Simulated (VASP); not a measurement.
# NbP in VASP: further runs, part 2 of 2

VASP 6.6.1. The steps go on from the part before.

## (3) Single point, PBE

INCAR

```
SYSTEM = NbP
PREC = Accurate
ENCUT = 520
EDIFF = 1E-6
ISMEAR = -1
SIGMA = 0.05
LREAL = .False.
LASPH = .True.
NELM = 100
ALGO = Normal
ISIF = 2
LWAVE = .False.
LCHARG = .False.
GGA = PE
NBANDS = 26
```

KPOINTS

```
regular mesh
0
Gamma
  4 4 4
  0 0 0
```

POSCAR

```
NbP
1.0
    3.9842980000      0.1736680000     -0.1388740000
    0.1319430000      3.8271630000      0.5259910000
   -0.2183210000     -0.1227870000      4.1888910000
Nb P
2 2
Direct
    0.4308136671      0.3737131575      0.7688168682
    0.9417898717      0.4029600649      0.3048092584
    0.4123070572      0.7184712695      0.2852517071
    0.9014847628      0.9578942543      0.8126308463
```

Potentials or basis: VASP PAW PBE potentials, release 64 (Nb_sv, P).

Command:

```console
> cat potpaw_PBE.64/Nb_sv/POTCAR potpaw_PBE.64/P/POTCAR > POTCAR
> mpirun -np 1 vasp_std > vasp.out
```

OUTCAR:

```text
SYSTEM = NbP
   PREC = Accurate
   ENCUT = 520
   EDIFF = 1E-6
   ISMEAR = -1
   LREAL = .False.
   LASPH = .True.
   NELM = 100
   ISIF = 2
   GGA = PE

 ion  position               nearest neighbor table
   1  0.431  0.374  0.769-   3 2.30   4 2.36   2 2.62   3 2.66   4 2.75   2 2.92   2 2.94
   2  0.942  0.403  0.305-   3 2.31   3 2.35   4 2.62   1 2.62   4 2.80   4 2.82   1 2.92   1 2.94

   3  0.412  0.718  0.285-   1 2.30   2 2.31   2 2.35   1 2.66   4 2.75
   4  0.901  0.958  0.813-   1 2.36   2 2.62   3 2.75   1 2.75   2 2.80   2 2.82

  LATTYP: Found a triclinic cell.
 ALAT       =     5.5306246791
 B/A-ratio  =     0.7587521304
 C/A-ratio  =     1.0402541811
 COS(alpha) =     0.0095961926
 COS(beta)  =     0.5428521710
 COS(gamma) =     0.6952881414

  Lattice vectors:

 A1 = (  -3.7659770000,  -0.0508810000,  -4.0500170000)
 A2 = (   0.2183210000,   0.1227870000,  -4.1888910000)
 A3 = (  -4.1162410000,  -4.0008310000,  -0.3871170000)

Analysis of symmetry for initial positions (statically):
=====================================================================
 Subroutine PRICEL returns:
 Original cell was already a primitive cell.

 Routine SETGRP: Setting up the symmetry group for a
 triclinic supercell.

 Subroutine GETGRP returns: Found  1 space group operations
 (whereof  1 operations were pure point group operations)
 out of a pool of  2 trial point group operations.

The static configuration has the point symmetry C_1 .

Analysis of symmetry for dynamics (positions and initial velocities):
=====================================================================
 Subroutine PRICEL returns:
 Original cell was already a primitive cell.

 Routine SETGRP: Setting up the symmetry group for a
 triclinic supercell.

 Subroutine GETGRP returns: Found  1 space group operations
 (whereof  1 operations were pure point group operations)
 out of a pool of  2 trial point group operations.

The dynamic configuration has the point symmetry C_1 .

 Subroutine INISYM returns: Found  1 space group operations
 (whereof  1 operations are pure point group operations),
 and found     1 'primitive' translations

----------------------------------------------------------------------------------------

                                     Primitive cell

  volume of cell :      63.9022

  direct lattice vectors                    reciprocal lattice vectors
     3.984298000  0.173668000 -0.138874000     0.251887482 -0.010446122  0.012821933
     0.131943000  3.827163000  0.525991000    -0.011117377  0.260702793  0.007062432
    -0.218321000 -0.122787000  4.188891000     0.009746795 -0.033082269  0.238264939

  length of vectors
     3.990498354  3.865391586  4.196373258     0.252429846  0.261035286  0.240748037

  position of ions in fractional coordinates (direct lattice)
     0.430813667  0.373713157  0.768816868
     0.941789872  0.402960065  0.304809258
     0.412307057  0.718471270  0.285251707
     0.901484763  0.957894254  0.812630846

  ion indices of the primitive-cell ions
   primitive index   ion index
                 1           1
                 2           2
                 3           3
[... 22 lines left out ...]

 Subroutine IBZKPT returns following result:
 ===========================================

 Found     36 irreducible k-points:

 Following reciprocal coordinates:
            Coordinates               Weight
  0.000000  0.000000  0.000000      1.000000
  0.250000 -0.000000  0.000000      2.000000
  0.500000 -0.000000  0.000000      1.000000
  0.000000  0.250000  0.000000      2.000000
  0.250000  0.250000  0.000000      2.000000
  0.500000  0.250000  0.000000      2.000000
[... 16 lines left out ...]
  0.000000 -0.250000  0.250000      2.000000
  0.250000 -0.250000  0.250000      2.000000
 [... further k-points ...]
   k-points           NKPTS =     36   k-points in BZ     NKDIM =     36   number of bands    NBANDS=     26
   number of dos      NEDOS =    301   number of ions     NIONS =      4
   total plane-waves  NPLWV =  28800
   dimension x,y,z NGX =    30 NGY =   30 NGZ =   32
   dimension x,y,z NGXF=    60 NGYF=   60 NGZF=   64
   ions per type =               2   2
   NGX,Y,Z   is equivalent  to a cutoff of  12.50, 12.90, 12.68 a.u.
   NGXF,Y,Z  is equivalent  to a cutoff of  25.00, 25.81, 25.35 a.u.
 SYSTEM =  NbP
   PREC   = accura    normal or accurate (medium, high low for compatibility)
   ISTART =      0    job   : 0-new  1-cont  2-samecut
   ICHARG =      2    charge: 1-file 2-atom 10-const
   ISPIN  =      1    spin polarized calculation?
   LNONCOLLINEAR =      F non collinear calculations
   LSORBIT =      F    spin-orbit coupling
   LASPH  =      T    aspherical Exc in radial PAW
   ENCUT  =  520.0 eV  38.22 Ry    6.18 a.u.   7.42  7.19  7.80*2*pi/ulx,y,z
   NELM   =    100;   NELMIN=  2; NELMDL= -5     # of ELM steps
   EDIFF  = 0.1E-05   stopping-criterion for ELM
   LREAL  =      F    real-space projection
   EDIFFG = 0.1E-04   stopping-criterion for IOM
   NSW    =      0    number of steps for IOM
   IBRION =     -1    ionic relax: 0-MD 1-quasi-New 2-CG
   NFREE  =      0    steps in history (QN), initial steepest desc. (CG)
   ISIF   =      2    stress and relaxation
   ISYM   =      2    0-nonsym 1-usesym 2-fastsym
   POTIM  = 0.5000    time-step for ionic-motion
   TEBEG  =    0.0;   TEEND  =   0.0 temperature during run
   PSTRESS=    0.0 pullay stress
   NELECT =      36.0000    total number of electrons
   NUPDOWN=      -1.0000    fix difference up-down
   EMIN   =  10.00;   EMAX   =-10.00  energy-range for DOS
   EFERMI =   0.00;   METHOD = LEGACY
   ISMEAR =    -1;   SIGMA  =   0.05  broadening in eV -4-tet -1-fermi 0-gaus
   EFERMI_NEDOS =   21; number of points for ismear=-14 and -15
   IALGO  =     38    algorithm
   IMIX   =      4    mixing-type and parameters
     AMIX     =   0.40;   BMIX     =  1.00
     AMIX_MAG =   1.60;   BMIX_MAG =  1.00
  volume/ion in A,a.u.               =      15.98       107.81
  Fermi-wavevector in a.u.,A,eV,Ry     =   1.352084  2.555069 24.873252  1.828132
  Thomas-Fermi vector in A             =   2.479453
   LORBIT       =      0    0 simple, 1 ext, 2 COOP (PROOUT), +10 PAW based schemes
   GGA     = PE    functional components
   LHFCALC =     F    Hartree Fock is set to
   AEXX    =    0.0000 exact exchange contribution
   IVDW    =     0    specifies the selected vdW correction
   LEPSILON=     F    determine dielectric tensor
   LRPA    =     F    only Hartree local field effects (RPA)
 non-spin polarized calculation
  energy-cutoff  :      520.00
  volume of cell :       63.90
 maximum number of plane-waves:      1738
 NGX is ok and might be reduce to    30
   NGX = 15   NGY = 15   NGZ = 15

 number of electron      36.0000000 magnetization

 Free energy of the ion-electron system (eV)
  ---------------------------------------------------
  ext. energy  EPLUGINS =         0.00000000
  ---------------------------------------------------
  free energy    TOTEN  =       -31.07287256 eV

  energy without entropy =      -31.05209490  energy(sigma->0) =      -31.06248373

 E-fermi :  11.1593     XC(G=0): -11.9715

 val. band max:       11.1351637242   @ k =   0.0000   0.0000   0.5000
 cond. band min:      11.1716832404   @ k =   0.0000   0.2500   0.0000
 fundamental gap:      0.0365195162
 Fermi energy:        11.1593366799

 k-point     1 :       0.0000    0.0000    0.0000
  band No.  band energies     occupation
      1     -43.9429      2.00000
      2     -43.6975      2.00000
      3     -20.6177      2.00000
      4     -20.2084      2.00000
      5     -20.1591      2.00000
      6     -19.9014      2.00000
[... 685 lines left out ...]
     25      16.3369      0.00000
     26      16.7412      0.00000

 [... further k-points ...]

------------------------ aborting loop because EDIFF is reached ----------------------------------------

  FORCE on cell =-STRESS in cart. coord.  units (eV):
  Direction    XX          YY          ZZ          XY          YZ          ZX
  --------------------------------------------------------------------------------------
  -------------------------------------------------------------------------------------
  Total       11.2809935     -0.3620267      7.8478745     -1.1552287     -4.2075663      2.7043112
  in kB      282.8410309     -9.0768614    196.7646655    -28.9642986   -105.4935796     67.8034408
  external PRESSURE =     156.8429450 kB  Pullay stress =       0.0000000 kB

 VOLUME and BASIS-vectors are now :
 -----------------------------------------------------------------------------
  energy-cutoff  :      520.00
  volume of cell :       63.90
      direct lattice vectors                 reciprocal lattice vectors
     3.984298000  0.173668000 -0.138874000     0.251887482 -0.010446122  0.012821933
     0.131943000  3.827163000  0.525991000    -0.011117377  0.260702793  0.007062432
    -0.218321000 -0.122787000  4.188891000     0.009746795 -0.033082269  0.238264939

 POSITION                                       TOTAL-FORCE (eV/Angst)
 -----------------------------------------------------------------------------------
      1.59795      1.41068      3.35723        -0.888467     -0.406584      3.640629
      3.73899      1.66833      1.35798        -0.555144     -2.428607     -2.006823
      1.67528      2.78629      1.51554         0.430674      3.014097     -1.503555
      3.54076      3.72280      3.78267         1.012937     -0.178906     -0.130251
 -----------------------------------------------------------------------------------
    total drift:                               -0.000820     -0.000038      0.000682

  FREE ENERGIE OF THE ION-ELECTRON SYSTEM (eV)
  ---------------------------------------------------
  free  energy   TOTEN  =       -31.0728725642 eV

  energy  without entropy=      -31.0520949034  energy(sigma->0) =      -31.06248373
```

stdout:

```text
POSCAR found type information on POSCAR NbP
 POSCAR found :  2 types and       4 ions
 scaLAPACK will be used
 LDA part: xc-table for (Slater+PW92), standard interpolation
 POSCAR, INCAR and KPOINTS ok, starting setup
 FFT: planning ... GRIDC
 FFT: planning ... GRID_SOFT
 FFT: planning ... GRID
 WAVECAR not read
 entering main loop
```

It took 45 s on 1 thread of Intel Xeon Platinum 8488C (Sapphire Rapids), shared host; peak memory 0.2 GiB.

Results:

| Quantity | Value |
| --- | --- |
| Free energy | -31.0729 eV |
| Pressure | 15.7 GPa |
| Largest force | 3.769 eV/Å |
| Band gap on the k mesh | none (metal or under the smearing width) |

Forces on the atoms (eV/Å):
```
Nb  -0.888 -0.407  3.641
Nb  -0.555 -2.429 -2.007
P    0.431  3.014 -1.504
P    1.013 -0.179 -0.130
```

Levels at points of the mesh, in eV from the Fermi level:
| k point | band 14 | band 15 | band 16 | band 17 | band 18 | band 19 | band 20 | band 21 | band 22 | band 23 |
| --- | --- | --- | --- | --- | --- | --- | --- | --- | --- | --- |
| (0.00, 0.00, 0.00) | -3.41 | -2.87 | -2.54 | -1.55 | -0.98 | -0.56 | 0.86 | 1.61 | 2.11 | 2.69 |
| (0.50, 0.00, 0.00) | -3.25 | -2.71 | -1.78 | -1.15 | -0.83 | -0.55 | 0.23 | 0.33 | 1.09 | 1.86 |
| (0.00, 0.50, 0.00) | -5.11 | -3.05 | -2.15 | -0.49 | 0.33 | 1.88 | 2.60 | 3.19 | 3.38 | 4.07 |
| (0.50, 0.50, 0.00) | -4.11 | -2.75 | -1.27 | -0.43 | -0.40 | 0.59 | 0.75 | 1.18 | 1.54 | 1.77 |
| (0.00, 0.00, 0.50) | -2.84 | -2.06 | -1.39 | -1.28 | -0.81 | -0.71 | -0.02 | 0.64 | 1.36 | 1.83 |
| (0.50, 0.00, 0.50) | -3.62 | -2.68 | -1.90 | -1.81 | -0.25 | 0.36 | 1.50 | 2.09 | 2.68 | 4.08 |
| (0.00, 0.50, 0.50) | -4.04 | -2.15 | -1.32 | -0.71 | -0.22 | 0.40 | 0.81 | 0.87 | 1.44 | 1.60 |
| (0.50, 0.50, 0.50) | -3.67 | -3.25 | -3.03 | -0.68 | 0.30 | 0.64 | 0.87 | 1.07 | 1.86 | 2.11 |

Caveat: the k mesh is coarse (spacing up to 0.41 Å⁻¹), so the values aren't converged; so large a pressure means that the cell lies far from this level's equilibrium, or that cutoff or potentials fall short.

## (4) Single point, PBE

INCAR

```
SYSTEM = NbP
ALGO = Normal
EDIFF = 1E-6
ENCUT = 520
GGA = PE
ISIF = 2
ISMEAR = -1
LASPH = .True.
LCHARG = .False.
LREAL = .False.
LWAVE = .False.
NBANDS = 26
NELM = 100
PREC = Accurate
SIGMA = 0.05
```

KPOINTS

```
k-points
0
Gamma
  4 4 4
  0 0 0
```

POSCAR

```
NbP
1.0
    3.9842980000      0.1736680000     -0.1388740000
    0.1319430000      3.8271630000      0.5259910000
   -0.2183210000     -0.1227870000      4.1888910000
Nb P
2 2
Direct
    0.4145233671      0.3689715884      0.7942197072
    0.9523427577      0.3917524918      0.2910088525
    0.3976774455      0.7651884691      0.2993789548
    0.9333251330      0.9590168691      0.7637012643
```

Command:

```console
> cat potpaw_PBE.64/Nb_sv/POTCAR potpaw_PBE.64/P/POTCAR > POTCAR
> mpirun -np 1 vasp_std > vasp.out
```

Wall time 42 s (1 thread of Intel Xeon Platinum 8488C (Sapphire Rapids), shared host); peak memory 0.19 GiB.

It converged, with:

```yaml
Free_energy: -31.7350 eV
Pressure: 7.0 GPa
Largest_force: 2.267 eV/Å
Band_gap_on_the_k_mesh: none (metal or under the smearing width)
```

Forces on the atoms (eV/Å):
```
Nb   0.474 -0.158  1.561
Nb  -1.567 -0.786 -1.438
P    1.177  1.228 -0.823
P   -0.084 -0.284  0.700
```

Stress tensor (GPa, compression positive):
```
 16.36   5.38   6.86
  5.38 -10.81  -9.86
  6.86  -9.86  15.42
```

Levels at points of the mesh, in eV from the Fermi level:
| k point | band 16 | band 17 | band 18 | band 19 | band 20 | band 21 |
| --- | --- | --- | --- | --- | --- | --- |
| (0.00, 0.00, 0.00) | -2.73 | -1.97 | -0.92 | -0.08 | 0.57 | 1.57 |
| (0.50, 0.00, 0.00) | -2.04 | -1.02 | -0.61 | -0.10 | 0.23 | 0.46 |
| (0.00, 0.50, 0.00) | -1.90 | -0.30 | 0.32 | 1.84 | 2.40 | 3.17 |
| (0.50, 0.50, 0.00) | -1.63 | -0.56 | -0.21 | 0.66 | 0.85 | 1.25 |
| (0.00, 0.00, 0.50) | -1.69 | -0.80 | -0.60 | -0.39 | -0.25 | 0.91 |
| (0.50, 0.00, 0.50) | -1.73 | -1.31 | 0.02 | 1.56 | 1.72 | 2.31 |
| (0.00, 0.50, 0.50) | -0.89 | -0.59 | -0.54 | 0.66 | 0.83 | 1.03 |
| (0.50, 0.50, 0.50) | -2.89 | -0.35 | 0.36 | 0.64 | 0.96 | 1.22 |

Caveat: the k mesh is coarse (spacing up to 0.41 Å⁻¹), so the values aren't converged.

## (5) Molecular dynamics, PBE

INCAR

```
PREC = Accurate
ENCUT = 520
EDIFF = 1E-5
ISMEAR = -1
SIGMA = 0.05
LREAL = F
LASPH = T
NELM = 100
ALGO = Fast
ISIF = 2
LWAVE = F
LCHARG = F
GGA = PE
NBANDS = 26
IBRION = 0
NSW = 40
POTIM = 1.5
TEBEG = 2000.0
TEEND = 2000.0
ISYM = 0
NELMIN = 4
RANDOM_SEED = 703141 0 0
MDALGO = 1
ANDERSEN_PROB = 0.0
```

KPOINTS

```
Automatic mesh
0
Gamma
  4 4 4
```

POSCAR

```
NbP
1.0
    3.9842980000      0.1736680000     -0.1388740000
    0.1319430000      3.8271630000      0.5259910000
   -0.2183210000     -0.1227870000      4.1888910000
Nb P
2 2
Direct
    0.4328850000      0.3880710000      0.7879170000
    0.9291780000      0.3584550000      0.2966090000
    0.4199100000      0.8397730000      0.1767630000
    0.9254990000      0.9270200000      0.8884250000
```

Command:

```console
> cat potpaw_PBE.64/Nb_sv/POTCAR potpaw_PBE.64/P/POTCAR > POTCAR
> mpirun -np 1 vasp_std > vasp.out
```

Run time: 13 min. Hardware: 1 thread of Intel Xeon Platinum 8488C (Sapphire Rapids), shared host; peak memory 0.26 GiB.

The path:
| step | potential energy change (eV) | largest force (eV/Å) | pressure (GPa) | volume (Å³) | temperature (K) |
| --- | --- | --- | --- | --- | --- |
| 1 | 0.0000 | 2.3689 | 1.89 | 63.90 | 2044 |
| 2 | -0.0359 | 2.3221 | 1.76 | 63.90 | 2136 |
| 3 | -0.0716 | 2.2758 | 1.62 | 63.90 | 2228 |
| 4 | -0.1067 | 2.2307 | 1.53 | 63.90 | 2318 |
| 5 | -0.1407 | 2.1955 | 1.46 | 63.90 | 2406 |
| 6 | -0.1737 | 2.1668 | 1.44 | 63.90 | 2491 |
| 7 | -0.2056 | 2.1443 | 1.47 | 63.90 | 2574 |
| 8 | -0.2365 | 2.1274 | 1.58 | 63.90 | 2653 |
| 9 | -0.2663 | 2.1133 | 1.75 | 63.90 | 2730 |
| 10 | -0.2953 | 2.0997 | 2.00 | 63.90 | 2805 |
| 11 | -0.3241 | 2.0768 | 2.29 | 63.90 | 2879 |
| 12 | -0.3520 | 2.0334 | 2.60 | 63.90 | 2951 |
| 13 | -0.3777 | 1.9749 | 2.95 | 63.90 | 3018 |
| 14 | -0.4008 | 1.9070 | 3.35 | 63.90 | 3077 |
| 15 | -0.4212 | 1.8275 | 3.82 | 63.90 | 3130 |
| 16 | -0.4381 | 1.7335 | 4.32 | 63.90 | 3173 |
| 17 | -0.4501 | 1.6296 | 4.86 | 63.90 | 3204 |
| 18 | -0.4553 | 1.5277 | 5.43 | 63.90 | 3217 |
| 19 | -0.4522 | 1.5466 | 6.04 | 63.90 | 3209 |
| 20 | -0.4397 | 1.6482 | 6.69 | 63.90 | 3176 |
| 21 | -0.4171 | 1.7654 | 7.39 | 63.90 | 3118 |
| 22 | -0.3845 | 1.8881 | 8.12 | 63.90 | 3034 |
| 23 | -0.3429 | 2.0148 | 8.90 | 63.90 | 2927 |
| 24 | -0.2931 | 2.1554 | 9.69 | 63.90 | 2799 |
| 25 | -0.2358 | 2.3135 | 10.49 | 63.90 | 2651 |
| 26 | -0.1717 | 2.4855 | 11.30 | 63.90 | 2486 |
| 27 | -0.1015 | 2.6628 | 12.10 | 63.90 | 2305 |
| 28 | -0.0269 | 2.8350 | 12.88 | 63.90 | 2113 |
| 29 | 0.0499 | 2.9971 | 13.61 | 63.90 | 1915 |
| 30 | 0.1260 | 3.1413 | 14.28 | 63.90 | 1719 |
| 31 | 0.1984 | 3.3705 | 14.86 | 63.90 | 1533 |
| 32 | 0.2639 | 3.5637 | 15.34 | 63.90 | 1364 |
| 33 | 0.3192 | 3.7085 | 15.71 | 63.90 | 1222 |
| 34 | 0.3620 | 3.7960 | 15.93 | 63.90 | 1112 |
| 35 | 0.3902 | 3.8231 | 16.01 | 63.90 | 1040 |
| 36 | 0.4029 | 3.7892 | 15.96 | 63.90 | 1007 |
| 37 | 0.4001 | 3.6967 | 15.77 | 63.90 | 1014 |
| 38 | 0.3829 | 3.5508 | 15.47 | 63.90 | 1058 |
| 39 | 0.3530 | 3.3607 | 15.08 | 63.90 | 1135 |
| 40 | 0.3129 | 3.1359 | 14.61 | 63.90 | 1238 |

Caveat: the k mesh is coarse (spacing up to 0.41 Å⁻¹), so the values aren't converged.
